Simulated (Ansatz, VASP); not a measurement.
# In15GaP16 (a cell with a defect): VASP beside Ansatz

```
Ga In P
1.0
    -5.95979   -5.95979    5.95979
     5.95979   -5.95979   -5.95979
     5.95979    5.95979    5.95979
Ga In P
1 15 16
Direct
  0.25000 0.50000 0.25000
  0.00127 0.50000 0.49649
  0.49649 0.25127 0.25000
  0.25000 0.25127 0.49649
  0.00351 0.25351 0.75478
  0.75000 0.50000 0.75000
  0.49649 0.50000 0.00127
  0.00127 0.74649 0.25000
  0.75000 0.00000 0.25000
  0.49873 0.99522 0.49873
  0.25000 0.00000 0.75000
  0.00351 0.00478 0.00351
  0.75478 0.25351 0.00351
  0.74522 0.74873 0.49873
  0.49873 0.74873 0.74522
  0.25000 0.74649 0.00127
  0.25000 0.73582 0.25000
  0.99758 0.74982 0.49982
  0.48582 0.50000 0.25000
  0.25000 0.50000 0.48582
  0.00018 0.50000 0.74776
  0.75224 0.75242 0.75224
  0.49982 0.74982 0.99758
  0.00018 0.99776 0.25000
  0.74776 0.25018 0.25000
  0.49982 0.24758 0.49982
  0.25000 0.25018 0.74776
  0.01418 0.26418 0.01418
  0.74776 0.50000 0.00018
  0.75224 0.00224 0.50242
  0.50242 0.00224 0.75224
  0.25000 0.99776 0.00018
```

Alike in both runs: functional PBE; k mesh 1 × 1 × 1; occupations gaussian, width 0.02 eV; no spin polarisation.

Ansatz relaxed the structure, and its values are those at the end. VASP's run is a single point on that final structure, the one shown.

|  | VASP | Ansatz |
| --- | --- | --- |
| version | VASP 6.6.1 | Ansatz 0.2.0 |
| potentials or method | VASP PAW PBE potentials, release 64 (Ga_d, In_d, P) | scalar-relativistic, plane waves, PAW |
| plane-wave cutoff (eV) | 520 | 420 |
| valence electrons in the cell | 288 | 288 |

Ansatz gave:

| Quantity | Value |
| --- | --- |
| gap on the k mesh at the Fermi level (eV) | 0.38 |
| least direct gap on the mesh (eV) | 0.38 |
| rms of the force components (eV/Å) | 0.007 |

**Question.** Estimate VASP's values.

**Answer.** gap on the k mesh at the Fermi level (eV): 0.37; least direct gap on the mesh (eV): 0.37; rms of the force components (eV/Å): 0.004.

With one functional, cell and mesh, what is left measures potentials, basis and numerics.

Caveats: spin-orbit coupling is left out, which moves the levels of the heavy elements.
